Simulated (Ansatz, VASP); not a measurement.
W: VASP beside Ansatz

```xyz
1
Lattice="-1.5823 1.5823 1.5823 1.5823 -1.5823 1.5823 1.5823 1.5823 -1.5823" Properties=species:S:1:pos:R:3 pbc="T T T"
W     0.0000    0.0000    0.0000
```

Alike in both runs: task relaxation of cell and atoms; functional PBEsol; k mesh 12 × 12 × 12; occupations fermi-dirac, width 0.05 eV; no spin polarisation.

```csv
,VASP,Ansatz
version,VASP 6.6.1,Ansatz 0.2.0
potentials or method,"VASP PAW PBE potentials, release 64 (W_sv), cutoff 600 eV","all-electron LAPW, scalar-relativistic"
```

|  | VASP | Ansatz | Ansatz less VASP |
| --- | --- | --- | --- |
| relaxed volume (Å³/atom) | 15.73 | 15.70 | -0.035 |
| relaxed cell length with the largest relative difference (Å) | 2.734 | 2.732 | -0.0020 |
| energy change over the relaxation (meV/atom) | -1 | -1 | -0.5 |

Ansatz ran all-electron here, so the differences hold the error of VASP's frozen core and of both bases.

Caveats: the PAW data sets were made with another functional, which shifts forces and pressure a little (VASP). Spin-orbit coupling is left out, which matters for the levels of W.
